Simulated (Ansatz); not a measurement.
A trial structure of CoSi₂ was built thus: random cell by space group and Wyckoff sites (P4mm, No. 99). Lengths were set from tabulated atomic sizes, so they are only a guess.

```
CELL_PARAMETERS angstrom
4.79974 0.00000 0.00000
0.00000 4.79974 0.00000
0.00000 0.00000 4.15488
ATOMIC_POSITIONS crystal
Co 0.50000 0.00000 0.61177
Co 0.00000 0.50000 0.61177
Si 0.28249 0.28249 0.30837
Si 0.71751 0.71751 0.30837
Si 0.71751 0.28249 0.30837
Si 0.28249 0.71751 0.30837
```

Method: Ansatz 0.2.0, DFT PBE, scalar-relativistic, plane waves, PAW. Cutoff 420 eV, Gaussian smearing, Γ-centred meshes. Cell and atoms relax first on a coarse mesh and then on a finer one. In between, the cell is made exact in the group found at 0.06 Å. In metals the finer mesh still leaves noise of several meV/atom or more. The steps can't lower the symmetry of their start. Collinear spin, starting moments Co 3.0 (×2) μB; they died out on the coarse mesh, so the last step has no spin.

A guess keeps its type if space group and coordination stay and the shape of the cell changes little (axis ratios within about 15 %, angles within 6°); the volume may change.

Problem. Does it keep its structure type, or change into something else?

Solution. It doesn't keep its type. The symmetry goes from P4mm (No. 99) to P4/mmm (No. 123), and the primitive cell from 6 to 3 atoms. The volume per atom shrinks by 18.3 %, from 16.0 to 13.0 Å³. The shortest distance goes from 2.09 Å (Si–Si) to 2.33 Å (Co–Si). Counting neighbours within 15 % of an atom's shortest distance, the start has Co 4, Si 4 and the end Co 10, Si 6. In detail, at the end around Co lie 8 Si at 2.33 Å and 2 Co at 2.64 Å; around Si lie 4 Co at 2.33 Å and 6 Si at 2.64–2.72 Å.

```cif
data_structure
_symmetry_space_group_name_H-M 'P 1'
_symmetry_Int_Tables_number 1
_cell_length_a 3.8487
_cell_length_b 3.8487
_cell_length_c 2.6403
_cell_angle_alpha 90.000
_cell_angle_beta 90.000
_cell_angle_gamma 90.000
_cell_volume 39.11
loop_
_atom_site_label
_atom_site_type_symbol
_atom_site_fract_x
_atom_site_fract_y
_atom_site_fract_z
_atom_site_occupancy
Co1 Co 0.50000 0.50000 0.00000 1
Si1 Si 0.00000 0.50000 0.50000 1
Si2 Si 0.50000 0.00000 0.50000 1
```

The last run used a 12×12×18 mesh (in the run's order of axes) for its 3-atom cell and Gaussian smearing of 0.10 eV. Trial moments died out on the coarse mesh, so the last step has no spin; another magnetic start might hold. A structure relaxed within its symmetry needn't be a true minimum. Another cell of CoSi2 relaxed alike, in Fm-3m (a cell as deposited in COD), lies 0.35 eV/atom lower, so this cell isn't the stable form at this level.
